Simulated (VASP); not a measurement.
# Ru (Im-3m) in VASP: further runs

One crystal, Ru, is run at these levels: PBE; tasks: relaxation of cell and atoms.

Program: VASP 6.6.1. These are calculated values, not measurements. Logs are shortened: lines on timing, memory, paths and dates and some standing lists are left out, and cuts for length are marked.

## 1. Starting point

The structure is cubic, space group Im-3m (No. 229). The conventional cell has a = 2.923 Å, b = 2.923 Å, c = 2.923 Å, α = 90.00°, β = 90.00°, γ = 90.00°. Around Ru (site symmetry m-3m) lie 8 Ru at 2.53 Å.

The cell was built by a generator and needn't be a form met in nature.

## 2. Relaxation of cell and atoms, PBE

The input, INCAR:

```
ALGO = Normal ; EDIFF = 1E-6
EDIFFG = -0.01 ; ENCUT = 600
GGA = PE ; IBRION = 2
ISIF = 3 ; ISMEAR = 1
LASPH = T ; LCHARG = F
LREAL = F ; LWAVE = F
NELM = 80 ; NSW = 90
PREC = Accurate ; SIGMA = 0.1
```

The input, KPOINTS:

```
k-points
0
Gamma
  18 18 18
```

The input, POSCAR:

```
Ru
1.0
   -1.4615672100      1.4615672100      1.4615672100
    1.4615672100     -1.4615672100      1.4615672100
    1.4615672100      1.4615672100     -1.4615672100
Ru
1
Direct
    0.0000000000      0.0000000000      0.0000000000
```

Potentials or basis: VASP PAW PBE potentials, release 64 (Ru_pv).

The run is started by

```sh
cat potpaw_PBE.64/Ru_pv/POTCAR > POTCAR
mpirun -np 1 vasp_std > vasp.out
```

OUTCAR:

```text
EDIFF = 1E-6
   EDIFFG = -0.01
   ENCUT = 600
   GGA = PE
   IBRION = 2
   ISIF = 3
   ISMEAR = 1
   LASPH = T
   LREAL = F
   NELM = 80
   NSW = 90
   PREC = Accurate

 ion  position               nearest neighbor table
   1  0.000  0.000  0.000-

  LATTYP: Found a body centered cubic cell.
 ALAT       =     2.9231344200

  Lattice vectors:

 A1 = (  -1.4615672100,   1.4615672100,   1.4615672100)
 A2 = (   1.4615672100,  -1.4615672100,   1.4615672100)
 A3 = (   1.4615672100,   1.4615672100,  -1.4615672100)

Analysis of symmetry for initial positions (statically):
=====================================================================
 Subroutine PRICEL returns:
 Original cell was already a primitive cell.

 Routine SETGRP: Setting up the symmetry group for a
 body centered cubic supercell.

 Subroutine GETGRP returns: Found 48 space group operations
 (whereof 48 operations were pure point group operations)
 out of a pool of 48 trial point group operations.

The static configuration has the point symmetry O_h .

Analysis of symmetry for dynamics (positions and initial velocities):
=====================================================================
 Subroutine PRICEL returns:
 Original cell was already a primitive cell.

 Routine SETGRP: Setting up the symmetry group for a
 body centered cubic supercell.

 Subroutine GETGRP returns: Found 48 space group operations
 (whereof 48 operations were pure point group operations)
 out of a pool of 48 trial point group operations.

The dynamic configuration has the point symmetry O_h .

 Subroutine INISYM returns: Found 48 space group operations
 (whereof 48 operations are pure point group operations),
 and found     1 'primitive' translations

----------------------------------------------------------------------------------------

                                     Primitive cell

  volume of cell :      12.4887

  direct lattice vectors                    reciprocal lattice vectors
    -1.461567210  1.461567210  1.461567210     0.000000000  0.342098534  0.342098534
     1.461567210 -1.461567210  1.461567210     0.342098534  0.000000000  0.342098534
     1.461567210  1.461567210 -1.461567210     0.342098534  0.342098534  0.000000000

  length of vectors
     2.531508666  2.531508666  2.531508666     0.483800387  0.483800387  0.483800387

  position of ions in fractional coordinates (direct lattice)
     0.000000000  0.000000000  0.000000000

  ion indices of the primitive-cell ions
   primitive index   ion index
                 1           1

----------------------------------------------------------------------------------------

 KPOINTS: k-points

Automatic generation of k-mesh.
 Grid dimensions read from file:
 generate k-points for:   18   18   18

 Generating k-lattice:

  Cartesian coordinates                     Fractional coordinates (reciprocal lattice)
     0.000000000  0.019005474  0.019005474     0.055555556  0.000000000  0.000000000
     0.019005474  0.000000000  0.019005474     0.000000000  0.055555556  0.000000000
     0.019005474  0.019005474  0.000000000     0.000000000  0.000000000  0.055555556

  Length of vectors
     0.026877799  0.026877799  0.026877799

  Shift w.r.t. Gamma in fractional coordinates (k-lattice)
     0.000000000  0.000000000  0.000000000

 Subroutine IBZKPT returns following result:
 ===========================================

 Found    195 irreducible k-points:

 Following reciprocal coordinates:
            Coordinates               Weight
  0.000000  0.000000  0.000000      1.000000
  0.055556  0.000000  0.000000     12.000000
  0.111111  0.000000  0.000000     12.000000
  0.166667  0.000000  0.000000     12.000000
  0.222222  0.000000  0.000000     12.000000
  0.277778  0.000000  0.000000     12.000000
[... 16 lines left out ...]
  0.333333  0.111111  0.000000     48.000000
  0.388889  0.111111  0.000000     48.000000
 [... further k-points ...]
   k-points           NKPTS =    195   k-points in BZ     NKDIM =    195   number of bands    NBANDS=     11
   number of dos      NEDOS =    301   number of ions     NIONS =      1
   total plane-waves  NPLWV =   8000
   dimension x,y,z NGX =    20 NGY =   20 NGZ =   20
   dimension x,y,z NGXF=    40 NGYF=   40 NGZF=   40
   ions per type =               1
   NGX,Y,Z   is equivalent  to a cutoff of  13.13, 13.13, 13.13 a.u.
   NGXF,Y,Z  is equivalent  to a cutoff of  26.27, 26.27, 26.27 a.u.
 SYSTEM =  unknown system
   PREC   = accura    normal or accurate (medium, high low for compatibility)
   ISTART =      0    job   : 0-new  1-cont  2-samecut
   ICHARG =      2    charge: 1-file 2-atom 10-const
   ISPIN  =      1    spin polarized calculation?
   LNONCOLLINEAR =      F non collinear calculations
   LSORBIT =      F    spin-orbit coupling
   LASPH  =      T    aspherical Exc in radial PAW
   ENCUT  =  600.0 eV  44.10 Ry    6.64 a.u.   5.06  5.06  5.06*2*pi/ulx,y,z
   NELM   =     80;   NELMIN=  2; NELMDL= -5     # of ELM steps
   EDIFF  = 0.1E-05   stopping-criterion for ELM
   LREAL  =      F    real-space projection
   EDIFFG = -.1E-01   stopping-criterion for IOM
   NSW    =     90    number of steps for IOM
   IBRION =      2    ionic relax: 0-MD 1-quasi-New 2-CG
   NFREE  =      1    steps in history (QN), initial steepest desc. (CG)
   ISIF   =      3    stress and relaxation
   ISYM   =      2    0-nonsym 1-usesym 2-fastsym
   POTIM  = 0.5000    time-step for ionic-motion
   TEBEG  =    0.0;   TEEND  =   0.0 temperature during run
   PSTRESS=    0.0 pullay stress
   NELECT =      14.0000    total number of electrons
   NUPDOWN=      -1.0000    fix difference up-down
   EMIN   =  10.00;   EMAX   =-10.00  energy-range for DOS
   EFERMI =   0.00;   METHOD = LEGACY
   ISMEAR =     1;   SIGMA  =   0.10  broadening in eV -4-tet -1-fermi 0-gaus
   EFERMI_NEDOS =   21; number of points for ismear=-14 and -15
   IALGO  =     38    algorithm
   IMIX   =      4    mixing-type and parameters
     AMIX     =   0.40;   BMIX     =  1.00
     AMIX_MAG =   1.60;   BMIX_MAG =  1.00
  volume/ion in A,a.u.               =      12.49        84.28
  Fermi-wavevector in a.u.,A,eV,Ry     =   1.700639  3.213741 39.350388  2.892172
  Thomas-Fermi vector in A             =   2.780737
   LORBIT       =      0    0 simple, 1 ext, 2 COOP (PROOUT), +10 PAW based schemes
   GGA     = PE    functional components
   LHFCALC =     F    Hartree Fock is set to
   AEXX    =    0.0000 exact exchange contribution
   IVDW    =     0    specifies the selected vdW correction
   LEPSILON=     F    determine dielectric tensor
   LRPA    =     F    only Hartree local field effects (RPA)
 conjugate gradient relaxation of ions
 non-spin polarized calculation
 Methfessel and Paxton  Order N= 1 SIGMA  =   0.10
  energy-cutoff  :      600.00
  volume of cell :       12.49
 maximum number of plane-waves:       430
   NGX = 11   NGY = 11   NGZ = 11

--------------------------------------- Ionic step        1  -------------------------------------------

 number of electron      14.0000005 magnetization

 Free energy of the ion-electron system (eV)
  ---------------------------------------------------
  ext. energy  EPLUGINS =         0.00000000
  ---------------------------------------------------
  free energy    TOTEN  =        -8.37065444 eV

  energy without entropy =       -8.36964916  energy(sigma->0) =       -8.37031935

------------------------ aborting loop because EDIFF is reached ----------------------------------------

  FORCE on cell =-STRESS in cart. coord.  units (eV):
  Direction    XX          YY          ZZ          XY          YZ          ZX
  --------------------------------------------------------------------------------------
  -------------------------------------------------------------------------------------
  Total        3.8940376      3.8940376      3.8940376      0.0000000      0.0000000     -0.0000000
  in kB      499.5677123    499.5677123    499.5677123      0.0000000      0.0000000     -0.0000000
  external PRESSURE =     499.5677123 kB  Pullay stress =       0.0000000 kB
[... 20 lines left out ...]
  energy  without entropy=       -8.3696491640  energy(sigma->0) =       -8.37031935

--------------------------------------- Ionic step        2  -------------------------------------------

 number of electron      13.9999996 magnetization

 E-fermi :   6.4844     XC(G=0): -11.5836

 val. band max:        6.4829626861   @ k =   0.3333   0.2778   0.0000
 cond. band min:       6.4851886809   @ k =   0.3889   0.0556   0.0556
 fundamental gap:      0.0022259948
 Fermi energy:         6.4843717395

 k-point     1 :       0.0000    0.0000    0.0000
  band No.  band energies     occupation
      1     -35.8064      2.00000
      2     -35.8064      2.00000
      3     -35.8064      2.00000
      4       0.9033      2.00000
      5       4.9461      2.00000
      6       4.9461      2.00000
      7       4.9461      2.00000
      8       6.4548      1.47755
      9       6.4548      1.47755
     10      17.7653      0.00000
     11      22.7440      0.00000
[... 424 lines left out ...]
  energy  without entropy=       -8.6071524366  energy(sigma->0) =       -8.60763184

--------------------------------------- Ionic step        5  -------------------------------------------

 number of electron      14.0000004 magnetization

 Free energy of the ion-electron system (eV)
  ---------------------------------------------------
  ext. energy  EPLUGINS =         0.00000000
  ---------------------------------------------------
  free energy    TOTEN  =        -8.60811285 eV

  energy without entropy =       -8.60738297  energy(sigma->0) =       -8.60786955

 E-fermi :  12.1720     XC(G=0): -13.8260

 val. band max:       12.1638325465   @ k =   0.2778   0.1111   0.1111
 cond. band min:      12.1775182743   @ k =  -0.0556   0.0556   0.0556
 fundamental gap:      0.0136857278
 Fermi energy:        12.1720497221

 k-point     1 :       0.0000    0.0000    0.0000
  band No.  band energies     occupation
      1     -30.3874      2.00000
      2     -30.3874      2.00000
      3     -30.3874      2.00000
      4       4.3059      2.00000
      5       9.4387      2.00000
      6       9.4387      2.00000
      7       9.4387      2.00000
      8      12.0829      2.01972
      9      12.0829      2.01972
     10      29.3108      0.00000
     11      40.0202      0.00000
[... 350 lines left out ...]
  FREE ENERGIE OF THE ION-ELECTRON SYSTEM (eV)
  ---------------------------------------------------
  free  energy   TOTEN  =        -8.6081128453 eV

  energy  without entropy=       -8.6073829652  energy(sigma->0) =       -8.60786955

 reached required accuracy - stopping structural energy minimisation
```

Run time: 42 s. Hardware: 1 thread of AMD EPYC 9R45 (Zen 5), shared host; peak memory 0.13 GiB.

What came out:

| Item | Value |
| --- | --- |
| Free energy | -8.6081 eV |
| Relaxed volume | 14.21 Å³/atom |
| Relaxed cell | a = 2.643 Å, b = 2.643 Å, c = 2.643 Å, α = 109.47°, β = 109.47°, γ = 109.47° |
| Space group after relaxing (to 0.05 Å) | Im-3m (No. 229) |
| Energy gained by relaxing | 237.5 meV/atom |
| Ionic steps | 5 |
| Pressure after relaxing | 0.0 GPa |
| Band gap on the k mesh | none (metal or under the smearing width) |

The path:
```
step  energy change (eV)  largest force (eV/Å)  pressure (GPa)  volume (Å³)
   1              0.0000                0.0000           49.96        12.49
   2              1.0451                0.0000          -41.22        20.93
   3             -0.2314                0.0000           -5.89        14.54
   4             -0.2372                0.0000           -1.21        14.28
   5             -0.2375                0.0000            0.02        14.21
```

Final structure:
```
Ru
1.0
    -1.52601    1.52601    1.52601
     1.52601   -1.52601    1.52601
     1.52601    1.52601   -1.52601
Ru
1
Cartesian
  0.0000 0.0000 0.0000
```

Levels at points of the mesh, in eV from the Fermi level:
```csv
k point,band 4,band 5,band 6,band 7,band 8,band 9,band 10,band 11
"(0.00, 0.00, 0.00)",-7.87,-2.73,-2.73,-2.73,-0.09,-0.09,17.14,27.85
"(0.50, 0.00, 0.00)",-6.02,-4.44,-0.11,0.35,1.18,2.35,10.00,10.56
"(0.50, 0.50, 0.50)",-6.09,-6.09,1.76,1.76,1.76,9.23,9.23,9.23
```

## 3. Relaxation of cell and atoms, PBE

This run uses another cell than the first one, of 14.21 Å³/atom, 1.138 times its volume.

The input, INCAR:

```
ALGO = Normal ; EDIFF = 1E-7
EDIFFG = -0.005 ; ENCUT = 600
GGA = PE ; IBRION = 2
ISIF = 3 ; ISMEAR = 1
LASPH = T ; LCHARG = F
LREAL = F ; LWAVE = F
NELM = 80 ; NSW = 90
PREC = Accurate ; SIGMA = 0.1
```

KPOINTS is that of step 2.

The input, POSCAR:

```
Ru                                      
1.0
   -1.5260124393      1.5260124393      1.5260124393
    1.5260124393     -1.5260124393      1.5260124393
    1.5260124393      1.5260124393     -1.5260124393
  Ru            
     1
Direct
     0.0000000000000000    0.0000000000000000    0.0000000000000000
```

Potentials or basis: VASP PAW PBE potentials, release 64 (Ru_pv).

The run is started by

```sh
cat potpaw_PBE.64/Ru_pv/POTCAR > POTCAR
mpirun -np 1 vasp_std > vasp.out
```

OUTCAR:

```text
EDIFF = 1E-7
   EDIFFG = -0.005
   ENCUT = 600
   GGA = PE
   IBRION = 2
   ISIF = 3
   ISMEAR = 1
   LASPH = T
   LREAL = F
   NELM = 80
   NSW = 90
   PREC = Accurate

 ion  position               nearest neighbor table
   1  0.000  0.000  0.000-

  LATTYP: Found a body centered cubic cell.
 ALAT       =     3.0520248786

  Lattice vectors:

 A1 = (  -1.5260124393,   1.5260124393,   1.5260124393)
 A2 = (   1.5260124393,  -1.5260124393,   1.5260124393)
[... 511 lines left out ...]
      4       6.5186      2.00000
      5       7.8831      2.00000
      6      11.1275      2.00000
      7      11.9875      2.02542
      8      13.0226     -0.00000
      9      15.7263      0.00000
     10      22.6040      0.00000
     11      22.7485      0.00000

 [... further k-points ...]
[... 5 lines left out ...]
  --------------------------------------------------------------------------------------
  -------------------------------------------------------------------------------------
  Total        0.0019714      0.0019714      0.0019714     -0.0000000     -0.0000000      0.0000000
  in kB        0.2222013      0.2222013      0.2222013     -0.0000000     -0.0000000      0.0000000
  external PRESSURE =       0.2222013 kB  Pullay stress =       0.0000000 kB

 VOLUME and BASIS-vectors are now :
 -----------------------------------------------------------------------------
  energy-cutoff  :      600.00
  volume of cell :       14.21
      direct lattice vectors                 reciprocal lattice vectors
    -1.526012439  1.526012439  1.526012439     0.000000000  0.327651327  0.327651327
     1.526012439 -1.526012439  1.526012439     0.327651327  0.000000000  0.327651327
     1.526012439  1.526012439 -1.526012439     0.327651327  0.327651327  0.000000000

 POSITION                                       TOTAL-FORCE (eV/Angst)
 -----------------------------------------------------------------------------------
      0.00000      0.00000      0.00000        -0.000000      0.000000      0.000000
 -----------------------------------------------------------------------------------
    total drift:                               -0.000000     -0.000000      0.000000

  FREE ENERGIE OF THE ION-ELECTRON SYSTEM (eV)
  ---------------------------------------------------
  free  energy   TOTEN  =        -8.6101452860 eV

  energy  without entropy=       -8.6094156588  energy(sigma->0) =       -8.60990208

 reached required accuracy - stopping structural energy minimisation
```

CONTCAR:

```text
Ru
   1.00000000000000
    -1.5260124393000001    1.5260124393000001    1.5260124393000001
     1.5260124393000001   -1.5260124393000001    1.5260124393000001
     1.5260124393000001    1.5260124393000001   -1.5260124393000001
  Ru
     1
Direct
     0.0000000000000000    0.0000000000000000    0.0000000000000000

  0.00000000E+00  0.00000000E+00  0.00000000E+00
```

Wall time 19 s (1 thread of AMD EPYC 9R45 (Zen 5), shared host); peak memory 0.14 GiB.

What came out:

```
Free energy             : -8.6101 eV
Pressure after relaxing : 0.0 GPa
Band gap on the k mesh  : none (metal or under the smearing width)
```

Final structure:
```xyz
1
Lattice="-1.5260 1.5260 1.5260 1.5260 -1.5260 1.5260 1.5260 1.5260 -1.5260" Properties=species:S:1:pos:R:3 pbc="T T T"
Ru    0.0000    0.0000    0.0000
```

Caveat: the relaxation stopped at its first step, so nothing moved.
